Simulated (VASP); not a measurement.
HgSe: band structure with TPSS

HgSe:

```
Hg Se
1.0
     0.00000    3.03900    3.03900
     3.03900    0.00000    3.03900
     3.03900    3.03900    0.00000
Hg Se
1 1
Direct
  0.00000 0.00000 0.00000
  0.75000 0.75000 0.75000
```

```json
{
  "Program": "VASP 6.6.1",
  "Task": "band structure",
  "Functional": "TPSS",
  "Potentials or basis": "VASP PAW PBE potentials, release 64 (Hg, Se)",
  "Cutoff": "520 eV",
  "k mesh": "8 × 8 × 8",
  "Occupations": "fermi-dirac, width 0.05 eV",
  "Spin": "no spin polarisation",
  "Further INCAR settings": "ALGO = Normal; EDIFF = 1e-07; NBANDS = 16"
}
```

| Property | Result |
| --- | --- |
| Pressure | 5.0 GPa |
| Band gap along the path | none (metal or under the smearing width) |

Levels at the corners of the path, in eV from the Fermi level:
```tsv
point	band 5	band 6	band 7	band 8	band 9	band 10	band 11	band 12	band 13	band 14
Γ	-6.52	-6.52	-0.84	-0.05	-0.05	-0.05	5.61	5.61	5.61	8.73
X	-6.41	-6.15	-5.13	-2.39	-2.39	2.84	3.09	8.66	10.04	10.04
X	-6.41	-6.15	-5.13	-2.39	-2.39	2.84	3.09	8.66	10.04	10.04
W	-6.57	-5.89	-5.35	-2.83	-2.50	3.69	5.22	6.25	7.64	10.40
W	-6.57	-5.89	-5.35	-2.83	-2.50	3.69	5.22	6.25	7.64	10.40
K	-6.46	-5.98	-5.31	-2.97	-1.96	3.00	4.58	8.14	8.39	8.60
K	-6.46	-5.98	-5.31	-2.97	-1.96	3.00	4.58	8.14	8.39	8.60
Γ	-6.52	-6.52	-0.84	-0.05	-0.05	-0.05	5.61	5.61	5.61	8.73
Γ	-6.52	-6.52	-0.84	-0.05	-0.05	-0.05	5.61	5.61	5.61	8.73
L	-6.47	-6.18	-5.59	-1.04	-1.04	1.20	6.37	6.37	7.15	9.44
L	-6.47	-6.18	-5.59	-1.04	-1.04	1.20	6.37	6.37	7.15	9.44
U	-6.46	-5.98	-5.31	-2.97	-1.96	3.00	4.58	8.14	8.39	8.60
U	-6.46	-5.98	-5.31	-2.97	-1.96	3.00	4.58	8.14	8.39	8.60
W	-6.57	-5.89	-5.35	-2.83	-2.50	3.69	5.22	6.25	7.64	10.40
W	-6.57	-5.89	-5.35	-2.83	-2.50	3.69	5.22	6.25	7.64	10.40
L	-6.47	-6.18	-5.59	-1.04	-1.04	1.20	6.37	6.37	7.15	9.44
L	-6.47	-6.18	-5.59	-1.04	-1.04	1.20	6.37	6.37	7.15	9.44
K	-6.46	-5.98	-5.31	-2.97	-1.96	3.00	4.58	8.14	8.39	8.60
U	-6.46	-5.98	-5.31	-2.97	-1.96	3.00	4.58	8.14	8.39	8.60
X	-6.41	-6.15	-5.13	-2.39	-2.39	2.84	3.09	8.66	10.04	10.04
```

Run time: 100 s on 1 thread of Intel(R) Xeon(R) 6975P-C (Granite Rapids), with other jobs on the host, peak memory 0.2 GiB.

Caveat: the PAW data sets were made with another functional, which shifts forces and pressure a little; spin-orbit coupling is left out, which moves the levels of the heavy elements.
